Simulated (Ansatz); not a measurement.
# Sb (R-3m) in Ansatz: further runs

One crystal, Sb, is run at these levels: HSE06 form with a typed share of exact exchange; tasks: single point.

All numbers are computed with Ansatz 0.2.0; they aren't measurements. Logs are shortened: lines on timing, memory, paths and dates and some standing lists are left out, and cuts for length are marked.

### Step 1. The crystal as given

It takes space group R-3m (No. 166, trigonal). The conventional cell has a = 4.308 Å, b = 4.308 Å, c = 11.274 Å, α = 90.00°, β = 90.00°, γ = 120.00°. Sb (site symmetry 3m) is surrounded by 3 Sb at 2.91 Å.

### Step 2. Single point, HSE06 form with a typed share of exact exchange

Contents of input.yaml:

```yaml
crystal:
  lattice:
    - [2.1542, 1.2437279499, 3.758]
    - [-2.1542, 1.2437279499, 3.758]
    - [0.0, -2.4874558998, 3.758]
  atoms:
    - { symbol: Sb, position: [0.76651, 0.76651, 0.76651] }
    - { symbol: Sb, position: [0.23349, 0.23349, 0.23349] }
hamiltonian:
  xc: { exchange: pbe, correlation: pbe, exx: { coeff: 0.05, omega: 0.2 } }
  pseudopotentials: { kind: paw }
kpoints:
  mp_grid: { grid: [4, 4, 4] }
scf:
  occupations: { method: fermi_dirac, width: 0.05 }
output:
  forces: true
  stress: true
  eigenvalues: true
```

Potentials or basis: Ansatz PAW.

On the command line:

```sh
$ ansatz run input.yaml --threads 2 --pin off --max-ram 5632MiB --backend cpu --events-out ev --progress --plain --runs-dir out
```

Standard output:

```text
Warning: output.stress: scf.convergence.dr2_threshold = 1e-7 eV (the SCF's general default) is looser than the 2e-10 eV advised for a printed stress (1e-10 eV for each atom of the cell: 2). What an SCF threshold leaves in a stress goes as its square root, and in the free energy as the threshold itself, and one threshold admits the most on a small cell: of the crystals measured, under no hybrid functional and no lock of the moments, on runs that ended without the residual-converged pass, on stresses that held no estimate of that error, the worst erred by over 100 MPa in a component at 1e-7 eV an atom and by under 5 at 1e-10. Set scf.convergence.dr2_threshold to 2e-10 eV or tighter. The threshold is an SCF's pass mark: one that does not reach it within its budget of iterations ends unconverged, or closes short of it on a stop that the run arms, and scf.convergence.dr2_threshold's page says what that costs each kind of run
Warning: output.stress: scf.exx.energy_threshold = 1e-6 eV is looser than the 2e-8 eV advised for a stress under a hybrid functional (1e-8 eV for each atom of the cell: 2). Every SCF of the exchange loop can meet its threshold on dr2 while the loop round them stops early: no threshold on dr2 bounds what that leaves in the stress. Set scf.exx.energy_threshold to 2e-8 eV or tighter. The threshold is the loop's pass mark: a loop that does not reach it within its budget of cycles ends unconverged, and scf.exx.energy_threshold's page has the law
Warning: RAYON_NUM_THREADS=2 ignored (pool sized by the plan → 2); use --threads N
Engine: ansatz 0.2.0, x86_64-unknown-linux-gnu
Pseudopotentials: kind: paw
Pseudopotential: Sb, paw, valence charge 15, recommended cutoff 420 eV (normal), Sb.paw.azcp
Functional definition: unnamed
  parameter a_1 = 0.05
  parameter omega_1 = 0.2/angstrom
  exchange = pbe_x + (-a_1)*pbe_x_sr(omega_1) + a_1*exact_x_sr(omega_1)
  correlation = pbe_c
Crystal: 2 atoms, lattice volume = 60.411 Å³
Basis set: ecut = 420 eV, 1195 PW (Γ), exchange–correlation on 64×64×64 points (8 copies of the dense FFT grid, shifted against one another)
Bands: 19, of which v1, the nominal top of the filled ones, is band 15 counted from 1 (14 counted from 0)
Symmetry: 12 space group operations
Space group: R-3m (ITA 166), of the structure as read, at distance tolerance 3.9e-5 Å
k-points: 13 of 64
Non-local potential: Sb, projectors of the file, l = 0: 2, l = 1: 2, l = 2: 2, l = 3: 2
PAW form: soft (Blöchl's): semilocal exchange-correlation on the pseudo side does not see the compensation charge
PAW frozen core: Sb, regenerated for the run's functional, and the local potential with it (the file was generated under x = pbe(κ = 0.804, μ = 0.2195149727645171), c = pbe(β = 0.06672455060314922))
PAW one-centre angular grid: Sb, 590 points (default); XC on 64 Gauss nodes
Initial density: superposition of atomic densities (neutral atoms: chi_scale 0, normalization atom), corrected by the library's trained network
Initial wavefunctions: pseudopotential atomic-orbital guess
Functional: x = pbe(κ = 0.804, μ = 0.2195149727645171), c = pbe(β = 0.06672455060314922), warm-up for x = pbe(κ = 0.804, μ = 0.2195149727645171) + 0.05 (exact − pbe) at short range (hse, ω = 0.2 Å⁻¹), c = pbe(β = 0.06672455060314922)
SCF iter   1: F=—  HF=-12969.001019 eV  |F-HF|=—  |Δ(HF+E_count)|=         —  Δρ=1.56e-3  dr2=1.86e-3  ethr=1.77e-3  ⟨swp⟩=8.0  Hψ=1005  notcnv=0
preconditioner: auto → none  [insulator: Δε(μ)=0.113 eV  Ē_g=8.681 eV  σ=0.050 eV  W_gap=0.51  n_scr=14 (ndim 8)  ℏωp=15.1 eV  f_vac=0.002  D(μ)=0.71/eV (n_scr^D=0)]
SCF iter   2: F=—  HF=-12969.001467 eV  |F-HF|=—  |Δ(HF+E_count)|=   4.48e-4  Δρ=7.51e-4  dr2=2.73e-4  ethr=6.20e-6  ⟨swp⟩=3.2  Hψ=683  notcnv=0  defer=1
iter 3 solved again at ethr=7.94e-8 eV; its pass at ethr=9.09e-7 eV (dr2=2.38e-5 eV) is discarded
[... 25 lines left out ...]
preconditioner: auto → none  [insulator: Δε(μ)=0.174 eV  Ē_g=8.899 eV  σ=0.050 eV  W_gap=0.70  n_scr=14 (ndim 8)  ℏωp=15.1 eV  f_vac=0.001  D(μ)=0.50/eV (n_scr^D=0)]
SCF iter   2: F=—  HF=-12970.693957 eV  |F-HF|=—  |Δ(HF+E_count)|=   1.69e-9  Δρ=5.58e-6  dr2=1.28e-8  ethr=6.70e-11  ⟨swp⟩=3.0  Hψ=551  notcnv=0
SCF iter   3: F=—  HF=-12970.693957 eV  |F-HF|=—  |Δ(HF+E_count)|=   4.92e-9  Δρ=1.23e-6  dr2=1.04e-9  ethr=4.17e-11  ⟨swp⟩=3.0  Hψ=633  notcnv=0
SCF iter   4: F=-12970.693957 eV  HF=-12970.693957 eV  |F-HF|=1.75e-10  |Δ(HF+E_count)|=  2.33e-10  Δρ=6.73e-7  dr2=2.44e-10  ethr=2.52e-12  ⟨swp⟩=2.7  Hψ=478  notcnv=0
SCF 3 converged in 4 iterations: F = -12970.693957 eV  dr2 = 2.44e-10
  Residual-converged pass: ⟨swp⟩=4.0  Hψ=671  notcnv=0  max |occ|·‖R‖ = 2.7e-7 eV (tolerance 2.7e-7 eV)  dr2=2.04e-10  dr2_onsite=3.54e-11  max |Δocc| = 6.1e-13
hybrid outer 2: dexx = +1.223e-9 eV, tail = 5.75e-10 eV, Δε = 1.59e-4 eV (about 1.45e-5 eV left of the loop's levels), ΔF = 8.01e-4 eV/Å (tail 2.49e-4)
hybrid SCF converged: 2 outer / 10 inner (+6 warm-up), last move |dexx| = 1.22e-9 eV, tail = 5.75e-10 eV
Stability not checked: this state was not tested for a lower state beside it, because the functional holds exact exchange (a hybrid, or Hartree-Fock), whose exchange loop this test does not read (fock_operator; see scf.lower_state_search)
Free energy (F): -12970.693957 eV
Frozen-core exchange: fock
Harris-Foulkes:  -12970.693957 eV  (|F-HF|=1.75e-10)
Internal energy: -12970.689748 eV  (E = F + TS)
E sigma→0 (E₀):  -12970.691852 eV
Entropy (-TS):   -0.004209 eV (-2.105 meV/atom)
Fermi energy:    9.827224 eV
--- Per-component energies (eV) ---
  E_band       = -350.765239
  E_kinetic    = 413.888942
  E_local      = -3193.682934  (includes V_loc(G=0)·N_el)
  E_nonlocal   = 724.116001
  E_hartree    = 1449.345108
  E_xc         = -266.045735
  E_vxc        = -185.168936  (∫ρ·V_xc dr)
  E_exx        = -16.281639  (= α·E_x^exact, valence–valence)
  E_paw        = -9147.170576  (= ΣΔE_a)
  E_vpaw       = -976.045351  (= ΣTr[D̂ρ^β])
  E_aug_tail   = -0.000003  (compensation charges beyond the density's cutoff)
  E_ewald      = -2934.870052
  E_core_change = 0.011141  (= ΣΔE_core)
  E_smearing   = -0.004209  (= −TS)
  E_closure    = 0.000000  (closes the sum)
  Σ components = -12970.693957   (vs F -12970.693957, Δ=0.00e0)
--- Forces (eV/Å), atoms counted from 1 ---
  atom   1  Sb     0.00000000     0.00000000     0.11744265
  atom   2  Sb     0.00000000    -0.00000000    -0.11744265
  max |Σ_I F_I| component: 2.78e-17 eV/Å
--- Stress (GPa, compression-positive) ---
        2.735285      -0.000000      -0.000000
        0.000000       2.735285      -0.000000
        0.000000      -0.000000       1.538342
  P = ⅓ Tr σ = 2.3363 GPa (23.363 kbar)
--- Band table (eV; the first three rows and the last of 13) ---
  k-point 0: bands = ["-19.9041", "-19.9041", "-19.8162", "-19.8162", "-19.7842", "-19.7004", "-19.7004", "-19.6880", "-19.6182", "-19.6182", "-2.9522", "5.1772", "7.9271", "8.2123", "8.2123", "12.2465", "12.8621", "12.8621", "15.2989"]
  k-point 1: bands = ["-19.8815", "-19.8697", "-19.8050", "-19.7962", "-19.7699", "-19.7160", "-19.7126", "-19.7031", "-19.6502", "-19.6428", "-2.2503", "2.9192", "7.9957", "8.1033", "8.9627", "11.3847", "11.4992", "11.5775", "15.1084"]
  k-point 2: bands = ["-19.8528", "-19.8080", "-19.7885", "-19.7648", "-19.7580", "-19.7482", "-19.7380", "-19.7190", "-19.6916", "-19.6754", "-0.5258", "0.2018", "8.0742", "8.1805", "9.7383", "9.9119", "10.2889", "10.5866", "17.7929"]
  k-point 12: bands = ["-19.8551", "-19.8551", "-19.7975", "-19.7975", "-19.7636", "-19.7133", "-19.7133", "-19.7065", "-19.6724", "-19.6724", "-1.3606", "0.8428", "8.7115", "8.7115", "9.6580", "10.2183", "10.2183", "11.1840", "17.2281"]
```

Wall time 13 s (2 threads of Intel Xeon Platinum 8223CL at 3.00GHz (Skylake/Cascade Lake), shared host); peak memory 0.75 GiB.

Results:

```
Free energy   : -12970.6940 eV
Pressure      : 2.3 GPa
Largest force : 0.117 eV/Å
```

Forces in eV/Å, atoms in the order of the input:
```
Sb   0.000  0.000  0.117
Sb   0.000  0.000 -0.117
```

Stress tensor (GPa, compression positive):
```
2.74 0.00 0.00
0.00 2.74 0.00
0.00 0.00 1.54
```

Caveat: the k mesh is coarse (spacing up to 0.44 Å⁻¹), so the values aren't converged, least of all with exact exchange; the PAW data sets come from PBE, with cores solved anew for the run's functional, which leaves a small shift of forces and pressure; the thresholds are loose for stress. The run has no spin-orbit coupling, so splittings on Sb are missing.

### Step 3. Single point, HSE06 form with a typed share of exact exchange

input.yaml: that of step 2 with these lines changed.

```diff
@@ -9,3 +9,3 @@
 hamiltonian:
-  xc: { exchange: pbe, correlation: pbe, exx: { coeff: 0.05, omega: 0.2 } }
+  xc: { exchange: pbe, correlation: pbe, exx: { coeff: 0.1, omega: 0.2 } }
   pseudopotentials: { kind: paw }
```

Potentials or basis: Ansatz PAW.

On the command line:

```sh
$ ansatz run input.yaml --threads 2 --pin off --max-ram 5632MiB --backend cpu --events-out ev --progress --plain --runs-dir out
```

Wall time 13 s (2 threads of Intel Xeon Platinum 8223CL at 3.00GHz (Skylake/Cascade Lake), shared host); peak memory 0.75 GiB.

The run converged. Its results:

```
Free energy            : -12972.3904 eV
Pressure               : 1.9 GPa
Largest force          : 0.167 eV/Å
Band gap on the k mesh : 0.23 eV, direct
```

Forces on the atoms (eV/Å):
```
Sb   0.000  0.000  0.167
Sb   0.000  0.000 -0.167
```

Stress tensor (GPa, compression positive):
```
2.29 0.00 0.00
0.00 2.29 0.00
0.00 0.00 1.21
```

Levels at points of the mesh, in eV from the valence-band top:
| k point | band 12 | band 13 | band 14 | band 15 | band 16 | band 17 | band 18 | band 19 |
| --- | --- | --- | --- | --- | --- | --- | --- | --- |
| (0.00, 0.00, 0.00) | -4.61 | -1.86 | -1.57 | -1.57 | 2.60 | 3.24 | 3.24 | 5.67 |
| (0.00, 0.00, -0.50) | -9.74 | -1.71 | -1.60 | 0.00 | 0.23 | 0.61 | 0.91 | 8.20 |
| (0.00, -0.50, -0.50) | -7.99 | -5.39 | -3.63 | -3.52 | 1.99 | 5.56 | 6.14 | 7.64 |
| (-0.50, -0.50, -0.50) | -9.09 | -1.06 | -1.06 | -0.04 | 0.53 | 0.53 | 1.50 | 7.64 |

Caveat: the k mesh is coarse (spacing up to 0.44 Å⁻¹), so the values aren't converged, least of all with exact exchange; spin-orbit coupling is left out, which moves the levels of the heavy elements; the PAW data sets come from PBE, with cores solved anew for the run's functional, which leaves a small shift of forces and pressure; the thresholds are loose for stress. A k mesh can miss the band edges.

### Step 4. Single point, HSE06 form with a typed share of exact exchange

input.yaml: that of step 3 with these lines changed.

```diff
@@ -9,3 +9,3 @@
 hamiltonian:
-  xc: { exchange: pbe, correlation: pbe, exx: { coeff: 0.1, omega: 0.2 } }
+  xc: { exchange: pbe, correlation: pbe, exx: { coeff: 0.15, omega: 0.2 } }
   pseudopotentials: { kind: paw }
```

On the command line:

```sh
$ ansatz run input.yaml --threads 2 --pin off --max-ram 5632MiB --backend cpu --events-out ev --progress --plain --runs-dir out
```

Run time: 13 s. Hardware: 2 threads of Intel Xeon Platinum 8223CL at 3.00GHz (Skylake/Cascade Lake), shared host; peak memory 0.74 GiB.

The run converged. Its results:

```yaml
Free_energy: -12974.0910 eV
Pressure: 1.5 GPa
Largest_force: 0.218 eV/Å
Band_gap_on_the_k_mesh: 0.28 eV, indirect (least direct gap 0.29 eV)
```

Forces on the atoms (eV/Å):
```
Sb   0.000  0.000  0.218
Sb   0.000  0.000 -0.218
```

Stress tensor (GPa, compression positive):
```
1.84 0.00 0.00
0.00 1.84 0.00
0.00 0.00 0.89
```

Levels at points of the mesh, in eV from the valence-band top:
```
              k point  band 13  band 14  band 15  band 16  band 17  band 18
   (0.00, 0.00, 0.00)    -1.92    -1.63    -1.63     2.68     3.33     3.33
  (0.00, 0.00, -0.50)    -1.78    -1.66    -0.02     0.28     0.66     0.95
 (0.00, -0.50, -0.50)    -5.52    -3.73    -3.61     2.04     5.71     6.29
(-0.50, -0.50, -0.50)    -1.11    -1.11     0.00     0.57     0.57     1.54
```

Caveat: the k mesh is coarse (spacing up to 0.44 Å⁻¹), so the values aren't converged, least of all with exact exchange; spin-orbit coupling is left out, which moves the levels of the heavy elements; the PAW data sets come from PBE, with cores solved anew for the run's functional, which leaves a small shift of forces and pressure; the thresholds are loose for stress. A k mesh can miss the band edges.

### Step 5. Single point, HSE06 form with a typed share of exact exchange

input.yaml: that of step 4 with these lines changed.

```diff
@@ -9,3 +9,3 @@
 hamiltonian:
-  xc: { exchange: pbe, correlation: pbe, exx: { coeff: 0.15, omega: 0.2 } }
+  xc: { exchange: pbe, correlation: pbe, exx: { coeff: 0.2, omega: 0.2 } }
   pseudopotentials: { kind: paw }
```

On the command line:

```sh
$ ansatz run input.yaml --threads 2 --pin off --max-ram 5632MiB --backend cpu --events-out ev --progress --plain --runs-dir out
```

Run time: 13 s. Hardware: 2 threads of Intel Xeon Platinum 8223CL at 3.00GHz (Skylake/Cascade Lake), shared host; peak memory 0.74 GiB.

The run converged. Its results:

- Free energy: -12975.7956 eV
- Pressure: 1.1 GPa
- Largest force: 0.273 eV/Å
- Band gap on the k mesh: 0.29 eV, indirect (least direct gap 0.36 eV)

Forces in eV/Å, atoms in the order of the input:
```
Sb   0.000  0.000  0.273
Sb   0.000  0.000 -0.273
```

Stress tensor (GPa, compression positive):
```
1.41 0.00 0.00
0.00 1.41 0.00
0.00 0.00 0.57
```

Levels at points of the mesh, in eV from the valence-band top:
```csv
k point,band 11,band 12,band 13,band 14,band 15,band 16,band 17,band 18,band 19
"(0.00, 0.00, 0.00)",-13.59,-4.76,-2.03,-1.72,-1.72,2.72,3.40,3.40,5.84
"(0.00, 0.00, -0.50)",-10.99,-10.22,-1.88,-1.75,-0.07,0.29,0.68,0.96,8.44
"(0.00, -0.50, -0.50)",-10.97,-8.36,-5.70,-3.88,-3.75,2.06,5.82,6.40,7.97
"(-0.50, -0.50, -0.50)",-11.89,-9.54,-1.20,-1.20,0.00,0.56,0.56,1.54,7.87
```

Caveat: the k mesh is coarse (spacing up to 0.44 Å⁻¹), so the values aren't converged, least of all with exact exchange; spin-orbit coupling is left out, which moves the levels of the heavy elements; the PAW data sets come from PBE, with cores solved anew for the run's functional, which leaves a small shift of forces and pressure; the thresholds are loose for stress. A k mesh can miss the band edges.

### Step 6. Single point, HSE06 form with a typed share of exact exchange

input.yaml: that of step 5 with these lines changed.

```diff
@@ -9,3 +9,3 @@
 hamiltonian:
-  xc: { exchange: pbe, correlation: pbe, exx: { coeff: 0.2, omega: 0.2 } }
+  xc: { exchange: pbe, correlation: pbe, exx: { coeff: 0.25, omega: 0.2 } }
   pseudopotentials: { kind: paw }
```

Potentials or basis: Ansatz PAW.

On the command line:

```sh
$ ansatz run input.yaml --threads 2 --pin off --max-ram 5632MiB --backend cpu --events-out ev --progress --plain --runs-dir out
```

Run time: 14 s. Hardware: 2 threads of Intel Xeon Platinum 8223CL at 3.00GHz (Skylake/Cascade Lake), shared host; peak memory 0.75 GiB.

It converged, with:

| Property | Result |
| --- | --- |
| Free energy | -12977.5042 eV |
| Pressure | 0.7 GPa |
| Largest force | 0.329 eV/Å |
| Band gap on the k mesh | 0.30 eV, indirect (least direct gap 0.43 eV) |

Forces on the atoms (eV/Å):
```
Sb   0.000  0.000  0.329
Sb   0.000  0.000 -0.329
```

Stress tensor (GPa, compression positive):
```
0.98 0.00 0.00
0.00 0.98 0.00
0.00 0.00 0.25
```

Levels at points of the mesh, in eV from the valence-band top:
```
              k point  band 12  band 13  band 14  band 15  band 16  band 17  band 18  band 19
   (0.00, 0.00, 0.00)    -4.86    -2.13    -1.82    -1.82     2.75     3.46     3.46     5.90
  (0.00, 0.00, -0.50)   -10.48    -1.98    -1.85    -0.13     0.30     0.69     0.97     8.53
 (0.00, -0.50, -0.50)    -8.56    -5.87    -4.02    -3.89     2.07     5.92     6.50     8.11
(-0.50, -0.50, -0.50)    -9.78    -1.29    -1.29     0.00     0.56     0.56     1.53     7.97
```

Caveat: the k mesh is coarse (spacing up to 0.44 Å⁻¹), so the values aren't converged, least of all with exact exchange; spin-orbit coupling is left out, which moves the levels of the heavy elements; the PAW data sets come from PBE, with cores solved anew for the run's functional, which leaves a small shift of forces and pressure; the thresholds are loose for stress. A k mesh can miss the band edges.

(Part 1 of 2 ends here.)
